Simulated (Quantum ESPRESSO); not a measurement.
## BAs: single point with PBE

Crystal: BAs.

```
CELL_PARAMETERS angstrom
0.00000 2.38850 2.38850
2.38850 0.00000 2.38850
2.38850 2.38850 0.00000
ATOMIC_POSITIONS crystal
As 0.74962 0.74959 0.73170
B 0.00331 0.97773 0.98514
```

The cell isn't the ideal one: atoms moved at random, drawn with an rms of 0.05 Å.

* Program: Quantum ESPRESSO 7.5
* Task: single point
* Functional: PBE
* Potentials or basis: SSSP 1.3 efficiency PBE
* Cutoff: 748 eV
* Density cutoff: 5987 eV
* k mesh: 10 × 10 × 10
* Occupations: fermi-dirac, width 0.05 eV
* Spin: no spin polarisation
* Mixing beta: 0.5
* Most SCF iterations: 120
* SCF threshold: 4e-10 Ry

```yaml
Pressure: 3.7 GPa
Largest_force: 1.018 eV/Å
Band_gap_on_the_k_mesh: 0.64 eV, indirect (least direct gap 2.42 eV)
```

Forces on the atoms (eV/Å):
```
As  -0.711  0.199 -0.701
B    0.711 -0.199  0.701
```

Stress tensor (GPa, compression positive):
```
 3.64  1.83 -0.47
 1.83  3.79  1.86
-0.47  1.86  3.65
```

Levels at points of the mesh, in eV from the valence-band top:
```tsv
k point	band 1	band 2	band 3	band 4	band 5	band 6	band 7	band 8	band 9
(0.00, 0.00, 0.00)	-15.90	-0.89	-0.62	0.00	2.42	2.87	3.09	4.29	9.25
(0.00, 0.00, -0.50)	-13.03	-9.31	-2.58	-2.00	2.21	3.89	4.73	8.57	12.34
(0.00, -0.50, -0.50)	-11.73	-9.01	-4.66	-4.46	0.78	1.04	10.82	11.08	12.51
(0.50, 0.50, 0.50)	-12.98	-9.44	-2.49	-2.04	2.27	4.05	4.70	8.62	12.24
(-0.50, 0.00, 0.00)	-13.03	-9.32	-2.58	-2.00	2.21	3.89	4.73	8.57	12.34
(0.00, -0.50, 0.00)	-13.12	-9.05	-2.48	-2.27	2.12	4.02	4.32	8.44	12.50
(-0.50, 0.00, -0.50)	-11.73	-9.03	-4.60	-4.50	0.87	0.94	10.92	10.99	12.52
(-0.50, -0.50, 0.00)	-11.73	-9.01	-4.66	-4.46	0.78	1.04	10.83	11.07	12.51
```

It took 35 s on 1 thread of Intel(R) Xeon(R) 6975P-C (Granite Rapids), with other jobs on the host, peak memory 0.16 GiB.

A k mesh can miss the band edges.
